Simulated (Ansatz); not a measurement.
# A strain series on In2O3 (corundum): isotropic on every length

In2O3 in the corundum structure, relaxed with r2SCAN in the plane-wave code Ansatz, then strained (isotropic on every length; changes of length per length, axes as in the cell below) with the atoms relaxed again within the symmetry that is left. It is trigonal, R-3c (No. 167); conventional cell a = 5.508 Å, c = 14.563 Å, 12.75 Å³ an atom. In has 6 O at 2.13–2.26 Å; O has 4 In at 2.13–2.26 Å. Spin-unpolarised throughout; all numbers are computed.

```
In O
1.0
     2.75382    1.58992    4.85434
    -2.75382    1.58992    4.85434
     0.00000   -3.17984    4.85434
In O
4 6
Direct
  0.85704 0.85704 0.85704
  0.35704 0.35704 0.35704
  0.14296 0.14296 0.14296
  0.64296 0.64296 0.64296
  0.45339 0.04661 0.75000
  0.04661 0.75000 0.45339
  0.54661 0.95339 0.25000
  0.25000 0.54661 0.95339
  0.95339 0.25000 0.54661
  0.75000 0.45339 0.04661
```

Gaps are the least over each mesh (PBE 6×6×6, r2SCAN 6×6×6, HSE06 4×4×4 when unstrained) and the special points, which keep their unstrained names; stress is the change from the unstrained cell, compression positive.

| strain (%) | gap, PBE (eV) | gap, r2SCAN (eV) | gap, HSE06 (eV) | edges, HSE06 | mean stress, r2SCAN (GPa) | energy rise, r2SCAN (meV/atom) |
| --- | --- | --- | --- | --- | --- | --- |
| -2.0 | 1.619 | 2.198 | 3.144 | Γ | +12.48 | 27.6 |
| -1.0 | 1.425 | 2.011 | 2.942 | Γ | +5.80 | 6.7 |
| 0.0 | 1.221 | 1.798 | 2.729 | (0, 0.193, -0.198) → Γ | 0.00 | 0.0 |
| +1.0 | 1.021 | 1.590 | 2.503 | Γ–S₀ (0.52) → Γ | -5.01 | 6.2 |
| +2.0 | 0.828 | 1.388 | 2.283 | (0, 0.188, -0.193) → Γ | -9.30 | 24.0 |
| +3.0 | 0.641 | 1.192 | 2.067 | Γ–S₀ (0.51) → Γ | -12.97 | 52.1 |

Problem. Estimate the row for a strain of -3.0 %.

Solution.

| strain (%) | gap, PBE (eV) | gap, r2SCAN (eV) | gap, HSE06 (eV) | edges, HSE06 | mean stress, r2SCAN (GPa) | energy rise, r2SCAN (meV/atom) |
| --- | --- | --- | --- | --- | --- | --- |
| -3.0 | 1.793 | 2.378 | 3.345 | Γ | +20.17 | 64.5 |

Between zero and the nearest strains the slope of the HSE06 gap against strain is -0.213 eV per percent for negative and -0.226 for positive strain.

No spin-orbit coupling is included; it can move band edges with weight on the heavy atoms by tenths of an eV.

Where an edge lies off the special points, it is a point of the mesh or the k point where a search put PBE's edge or least direct gap, reused for the other functionals, whose own edges may lie a little apart.

The meshes of the hybrids are coarse, so their gaps aren't converged to the digits shown.
